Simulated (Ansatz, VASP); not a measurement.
## One calculation of Sb, two programs

```
CELL_PARAMETERS angstrom
3.23767 0.00000 0.00000
-0.03087 3.13472 0.00000
0.01772 0.13654 3.10906
ATOMIC_POSITIONS crystal
Sb 0.00530 0.99950 0.00178
```

This isn't the form of Sb at room conditions, which is rhombohedral.

Alike in both runs: task single point; functional PBE; k mesh 8 × 8 × 8; occupations gaussian, width 0.15 eV; collinear spin.

|  | VASP | Ansatz |
| --- | --- | --- |
| version | VASP 6.6.1 | Ansatz 0.2.0 |
| potentials or method | VASP PAW PBE potentials, release 64 (Sb), cutoff 520 eV | all-electron LAPW, scalar-relativistic |

```tsv
	VASP	Ansatz	Ansatz less VASP
gap on the k mesh at the Fermi level (eV)	none	none	-
pressure (GPa)	-2.2	-2.2	+0.05
largest component of the traceless stress (GPa)	2.38	2.38	-0.004
net moment per atom (μB)	0.00	0.00	0.000
```

A gap of «none» marks a metal or a gap that the smearing closes. Ansatz ran all-electron here, so the differences hold the error of VASP's frozen core and of both bases.

Caveats: the starting moments weren't kept (Ansatz). Spin-orbit coupling is left out, which matters for the levels of Sb.
